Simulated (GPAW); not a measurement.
Here is a GPAW 26.7.0 calculation.

run.py

```python
from ase.dft.bandgap import bandgap
from ase.io import read, write
from ase.units import GPa
from gpaw import GPAW, PW

atoms = read('POSCAR')

calc = GPAW(mode=PW(600),
            xc='PBE',
            kpts={'size': (11, 11, 11), 'gamma': True},
            occupations={'name': 'methfessel-paxton', 'order': 0, 'width': 0.027000000000000003},
            nbands=11,
            convergence={'density': 1e-05, 'energy': 1e-05},
            maxiter=150,
            txt='gpaw.txt')
atoms.calc = calc
energy = atoms.get_potential_energy()
forces = atoms.get_forces()
stress = atoms.get_stress()
calc.write('gs.gpw')
write('result.traj', atoms)
print(f'Energy: {energy:.6f} eV')
print('Forces (eV/A):')
print(forces.round(4))
print('Stress (GPa):', (stress / GPa).round(3))
print('Fermi level:', round(calc.get_fermi_level(), 4), 'eV')
print(f'Gap: {bandgap(calc)[0]:.4f} eV, direct: {bandgap(calc, direct=True)[0]:.4f} eV')
```

Contents of POSCAR:

```
Ge
1.0
   -2.5744897190      2.5744897190      1.3974126432
    2.5744897190     -2.5744897190      1.3974126432
    2.5744897190      2.5744897190     -1.3974126432
Ge
2
Direct
    0.5000000000      0.5000000000      0.0000000000
    0.2500000000      0.7500000000      0.5000000000
```

Potentials or basis: GPAW PAW data sets (gpaw-data 1.2.1), pw.

Command:

```console
$ OMP_NUM_THREADS=1 python run.py
```

Problem. Estimate the band gap on the k mesh.

Solution. None (metal or under the smearing width).

Problem. Predict the pressure.

Solution. 3.1 GPa.

Stress tensor (GPa, compression positive):
```
2.94 0.00 0.00
0.00 2.94 0.00
0.00 0.00 3.31
```
